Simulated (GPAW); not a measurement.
# GaSb (F-43m) in GPAW: settings compared

One crystal, GaSb, is run at these levels: PBE, TASK, PBE+D3(BJ); tasks: band structure, equation of state.

All numbers are computed with GPAW 26.7.0; they aren't measurements. Logs are shortened: lines on timing, memory, paths and dates and some standing lists are left out, and cuts for length are marked. The log counts tension as positive stress, the text compression.

**The experiment to reproduce.**

A printed reference work, data compilation reports, for a bulk crystal of GaSb at 4.2 K: band gap 0.811 eV (direct).

The results are compared with them further down.

### Step 1. The structure

It takes space group F-43m (No. 216, cubic). The conventional cell has a = 6.118 Å, b = 6.118 Å, c = 6.118 Å, α = 90.00°, β = 90.00°, γ = 90.00°. Around Sb (site symmetry -43m) lie 4 Ga at 2.65 Å. Around Ga (site symmetry -43m) lie 4 Sb at 2.65 Å.

### Step 2. Band structure, PBE

Input file run.py:

```python
from ase import Atoms
from ase.dft.bandgap import bandgap
from ase.io import write
from gpaw import GPAW

atoms = Atoms(['Sb', 'Ga'],
              cell=[[0.0, 3.059, 3.059],
                    [3.059, 0.0, 3.059],
                    [3.059, 3.059, 0.0]],
              scaled_positions=[[0.75, 0.75, 0.75],
                                [0.0, 0.0, 0.0]],
              pbc=True)

calc = GPAW(mode='fd',
            h=0.2,
            xc='PBE',
            kpts={'size': (6, 6, 6), 'gamma': True},
            occupations={'name': 'fermi-dirac', 'width': 0.05},
            nbands=18,
            convergence={'density': 1e-05, 'energy': 1e-05},
            maxiter=150,
            txt='gpaw.txt')
atoms.calc = calc
energy = atoms.get_potential_energy()
forces = atoms.get_forces()
calc.write('gs.gpw')
write('result.traj', atoms)
print(f'Energy: {energy:.6f} eV')
print('Forces (eV/A):')
print(forces.round(4))
print('Fermi level:', round(calc.get_fermi_level(), 4), 'eV')
print(f'Gap: {bandgap(calc)[0]:.4f} eV, direct: {bandgap(calc, direct=True)[0]:.4f} eV')

path = atoms.cell.bandpath('GXWKGLUWLK,UX', npoints=100, eps=1e-4)
bs_calc = calc.fixed_density(kpts=path, symmetry='off', nbands=30,
                             convergence={'bands': 'CBM+6.0', 'eigenstates': 1e-6}, txt='bands.txt')
bs = bs_calc.band_structure()
bs.write('bs.json')
print(f'Gap on the path: {bandgap(bs_calc)[0]:.4f} eV')
```

Potentials or basis: GPAW PAW data sets (gpaw-data 1.2.1), fd.

Started as:

```
$ OMP_NUM_THREADS=1 python run.py
```

gpaw.txt:

```text
__  _  _
 | _ |_)|_||  |
 |__||  | ||/\| - 26.7.0

Input parameters:
  mode=FD(),
  convergence={'density': 1e-05, 'energy': 1e-05},
  h=0.2,
  kpts=MonkhorstPack(size=(6, 6, 6), gamma=True),
  maxiter=150,
  nbands=18,
  occupations=Occupations(name='fermi-dirac', width=0.05),
  xc=XC(name='PBE')

Diagonalizing LCAO Hamiltonian
Converting LCAO to fd mode

                     Sb

       Ga

Atoms  # Å, Bohr magnetons
|   | symbol |        x |        y |        z |    initial magnetic moments |
|---|--------|----------|----------|----------|-----------------------------|
| 0 |     Sb | 4.588500 | 4.588500 | 4.588500 | ( 0.0000,  0.0000,  0.0000) |
| 1 |     Ga | 0.000000 | 0.000000 | 0.000000 | ( 0.0000,  0.0000,  0.0000) |

Unit cell  # Å
| periodic |        x |        y |        z |  lengths |    angles |
|----------|----------|----------|----------|----------|-----------|
|      yes | 0.000000 | 3.059000 | 3.059000 | 4.326079 | 60.000000 |
|      yes | 3.059000 | 0.000000 | 3.059000 | 4.326079 | 60.000000 |
|      yes | 3.059000 | 3.059000 | 0.000000 | 4.326079 | 60.000000 |

Number of symmetries: 24
Symmetry operations  # r_c * U_cc + t_c -> r_c
|    | kind |            matrix            |
|----|------|------------------------------|
|  0 |  E   |  1, 0, 0,  0, 1, 0,  0, 0, 1 |
|  1 |  σ   |  1, 0, 0,  0, 0, 1,  0, 1, 0 |
|  2 |  σ   |  1, 0,-1,  0, 1,-1,  0, 0,-1 |
|  3 |  C3  |  1, 0,-1,  0, 0,-1,  0, 1,-1 |
|  4 |  C3  |  1,-1, 0,  0,-1, 1,  0,-1, 0 |
|  5 |  σ   |  1,-1, 0,  0,-1, 0,  0,-1, 1 |
|  6 |  σ   |  0, 1, 0,  1, 0, 0,  0, 0, 1 |
|  7 |  C3  |  0, 1, 0,  0, 0, 1,  1, 0, 0 |
|  8 |  C2  |  0, 1,-1,  1, 0,-1,  0, 0,-1 |
|  9 |  S4  |  0, 1,-1,  0, 0,-1,  1, 0,-1 |
| 10 |  C3  |  0, 0, 1,  1, 0, 0,  0, 1, 0 |
| 11 |  σ   |  0, 0, 1,  0, 1, 0,  1, 0, 0 |
| 12 |  S4  |  0, 0,-1,  1, 0,-1,  0, 1,-1 |
| 13 |  C3  |  0, 0,-1,  0, 1,-1,  1, 0,-1 |
| 14 |  S4  |  0,-1, 1,  1,-1, 0,  0,-1, 0 |
| 15 |  C2  |  0,-1, 1,  0,-1, 0,  1,-1, 0 |
| 16 |  C3  |  0,-1, 0,  1,-1, 0,  0,-1, 1 |
| 17 |  S4  |  0,-1, 0,  0,-1, 1,  1,-1, 0 |
| 18 |  S4  | -1, 1, 0, -1, 0, 1, -1, 0, 0 |
| 19 |  C3  | -1, 1, 0, -1, 0, 0, -1, 0, 1 |
| 20 |  C3  | -1, 0, 1, -1, 1, 0, -1, 0, 0 |
| 21 |  S4  | -1, 0, 1, -1, 0, 0, -1, 1, 0 |
| 22 |  σ   | -1, 0, 0, -1, 1, 0, -1, 0, 1 |
| 23 |  C2  | -1, 0, 0, -1, 0, 1, -1, 1, 0 |

BZ-sampling:
  Number of BZ points: 216
  Number of IBZ points: 16

  Monkhorst-Pack size: [6, 6, 6]
  Monkhorst-Pack shift: [0.08333333333333333, 0.08333333333333333, 0.08333333333333333]

K-points  # in reciprocal-cell coordinates
|     |                                coordinates |     weight |
|-----|--------------------------------------------|------------|
|   0 | (  0.00000000,   0.00000000,   0.00000000) | 0.00462963 |
|   1 | (  0.16666667,   0.16666667,   0.00000000) | 0.02777778 |
|   2 | (  0.16666667,   0.16666667,   0.16666667) | 0.03703704 |
|   3 | (  0.33333333,   0.16666667,   0.16666667) | 0.05555556 |
|   4 | (  0.33333333,   0.33333333,  -0.33333333) | 0.05555556 |
|   5 | (  0.33333333,   0.33333333,   0.00000000) | 0.02777778 |
|   6 | (  0.33333333,   0.33333333,   0.16666667) | 0.11111111 |
|   7 | (  0.33333333,   0.33333333,   0.33333333) | 0.03703704 |
|   8 | (  0.50000000,   0.33333333,  -0.33333333) | 0.11111111 |
|   9 | (  0.50000000,   0.33333333,  -0.16666667) | 0.05555556 |
| ... |                                            |            |
|  15 | (  0.50000000,   0.50000000,   0.50000000) | 0.01851852 |

Uniform wave function grid shape: (np.int64(16), np.int64(16), np.int64(16))
Spin-components: 1 (collinear spins)
Bands:           18
Projectors:      11
Spin-degeneracy: 2
Datatype:        complex128

Parallelization:
  kpt:    1
  domain: 1
  band:   1

Density:
  Valence electrons: 18.0
  Components: 1
  Grid points: [16 16 16]
  Charge: 0.0  # |e|

Potential:
  Grid points: [16 16 16]

species:
  Sb:
    name:    Antimony
    Z:       51.0
    valence: 15
    core:    36
    charge:  0.0  # [|e|]
    compensation charges:
      type: gauss
      rc: 0.36  # [Å]
      lmax: 2
    cutoffs:
      filter: 2.23  # [Å]
      core: 2.23  # [Å]
    projectors
    | kind |    occ | energy [eV] | rcut [Å] |
    |------|--------|-------------|----------|
    |   5s |  2.000 |     -12.815 |    1.154 |
    |   5p |  3.000 |      -4.830 |    1.233 |
    |   4d | 10.000 |     -33.514 |    1.196 |
    |    s |        |      14.396 |    1.154 |
    |    p |        |      22.381 |    1.233 |
    |    d |        |      -6.303 |    1.196 |

    Using partial waves for Sb as LCAO basis

  Ga:
    name:    Gallium
    Z:       31.0
    valence: 3
    core:    28
    charge:  0.0  # [|e|]
    compensation charges:
      type: gauss
      rc: 0.37  # [Å]
      lmax: 2
    cutoffs:
      filter: 2.06  # [Å]
      core: 4.17  # [Å]
    projectors
    | kind |    occ | energy [eV] | rcut [Å] |
    |------|--------|-------------|----------|
    |   4s |  2.000 |      -8.945 |    1.164 |
    |   4p |  1.000 |      -2.580 |    1.164 |
    |    s |        |      18.266 |    1.164 |
    |    p |        |      24.631 |    1.164 |
    |    d |        |       0.000 |    1.164 |

    Using partial waves for Ga as LCAO basis

Reference energy: -229166.229777  # eV

eigensolver:
  PPCG
  Converge bands: occupied
  niter=2

density mixing:
  MSR1-Mixer
  Pratt-step length: 0.05
  Maximum mixing coefficient: 0.75
  Old densities: 10
  SVD Regularization: 0.005
  Good broyden scale: 1.0
  Trust region scale: 1.0
  Backstep threshold: 4.0
  History deletion threshold: 6.0
  Fourier metric: weight=20.0, sigma=0.015

occupation numbers:
  Fermi-Dirac:
    width: 0.0500  # eV

FastPoissonSolver using
    Stencil: 12*3+1=37 point O(h^6) finite-difference Laplacian
    FFT axes: [np.int64(0), np.int64(1), np.int64(2)]
    FST axes: []

xc functional:
  name: PBE with 2 nearest neighbor stencil
interpolation: tri-quintic # 5. degree polynomial

convergence criteria:
- Maximum integral of absolute [dens]ity change: 1e-05 electrons / valence electron
- Maximum [total energy] change in last 3 cyles: 1e-05 eV / valence electron
- Maximum integral of absolute [eigenst]ate change: 4e-08 eV^2 / valence electron
maximum number of iterations: 150

SCF iterations
|iter     | |      energy | eigst |  dens |
|---------|-|-------------|-------|-------|
|iter:   1| |   -7.758907 | +0.33 |       |
|iter:   2| |   -7.782143 | -1.33 | -1.29 |
|iter:   3| |   -7.763997 | -1.96 | -1.30 |
|iter:   4| |   -7.766078 | -2.82 | -1.89 |
|iter:   5| |   -7.767263 | -3.45 | -2.32 |
|iter:   6| |   -7.767371 | -4.27 | -2.93 |
|iter:   7| |   -7.767380c| -5.27 | -3.58 |
|iter:   8| |   -7.767382c| -6.06 | -4.04 |
|iter:   9| |   -7.767382c| -7.13 | -4.89 |
|iter:  10| |   -7.767382c| -7.62c| -5.47c|

Converged in 10 steps
Energy contributions relative to reference atoms: (reference = -229166.229777)

Energy contributions:
  Kinetic:          10.531461
  Coulomb:          -9.405155
  Zero:              0.377320
  External:          0.000000
  Xc:               -9.270544
  Entropy:          -0.000927
  Spinorbit:         0.000000
  ----------------------------
  Free energy:      -7.767845
  Extrapolated:     -7.767382

dipole moment: (-10.980232, -10.980232, -10.980232)  # |e|*Ang

Fermi level: 4.968
Eigenvalues  # (at kpt = [0.000, 0.000, 0.000])
| band index |      eig [eV] | occ [0-2] |
|------------|---------------|-----------|
|          0 |       -23.873 |     2.000 |
|          1 |       -23.873 |     2.000 |
|          2 |       -23.868 |     2.000 |
|          3 |       -23.849 |     2.000 |
|          4 |       -23.849 |     2.000 |
|          5 |        -6.555 |     2.000 |
[... 10 lines left out ...]
|         16 |        14.426 |     0.000 |
|         17 |        14.427 |     0.000 |

Gap: 0.095 eV
Transition (v -> c):
  (s=0, k=0, n=8, [0.00, 0.00, 0.00]) -> (s=0, k=0, n=9, [0.00, 0.00, 0.00])
No difference between direct/indirect transitions

Forces  # eV/Ang
|       x |        y |        z |
|---------|----------|----------|
| 0.00000 |  0.00000 |  0.00000 |  # Sb   0
| 0.00000 | -0.00000 | -0.00000 |  # Ga   1

# Writing to gs.gpw (mode='')
```

Run time: 1.9 min. Hardware: 1 thread of Intel Xeon Platinum 8488C (Sapphire Rapids), shared host; peak memory 0.46 GiB.

What came out:

```
Free energy             : -7.7678 eV
Band gap on the k mesh  : 0.09 eV, direct
Band gap along the path : 0.09 eV, direct
```

Levels at the corners of the path, in eV from the valence-band top:
```tsv
point	band 5	band 6	band 7	band 8	band 9	band 10	band 11	band 12	band 13	band 14
Γ	-28.73	-11.44	0.00	0.00	0.00	0.09	2.81	2.82	2.82	5.86
X	-28.73	-9.06	-6.76	-2.56	-2.56	0.94	1.27	8.75	8.75	10.12
W	-28.73	-9.02	-6.62	-3.34	-3.11	3.72	4.35	4.46	4.80	9.94
K	-28.73	-9.13	-6.58	-3.60	-2.18	1.43	3.91	6.66	6.86	7.59
Γ	-28.73	-11.44	0.00	0.00	0.00	0.09	2.81	2.82	2.82	5.86
L	-28.73	-9.87	-6.33	-1.15	-1.15	0.44	3.79	3.79	6.51	9.40
U	-28.73	-9.13	-6.58	-3.60	-2.18	1.43	3.91	6.66	6.86	7.59
W	-28.73	-9.02	-6.62	-3.34	-3.11	3.72	4.35	4.46	4.80	9.94
L	-28.73	-9.87	-6.33	-1.15	-1.15	0.44	3.79	3.79	6.51	9.40
K	-28.73	-9.13	-6.58	-3.60	-2.18	1.43	3.91	6.66	6.86	7.59
U	-28.73	-9.13	-6.58	-3.60	-2.18	1.43	3.91	6.66	6.86	7.59
X	-28.73	-9.06	-6.76	-2.56	-2.56	0.94	1.27	8.75	8.75	10.12
```

Caveat: the real-space grid adds noise to forces; spin-orbit coupling is left out, which moves the levels of the heavy elements.

(Part 1 of 2 ends here.)
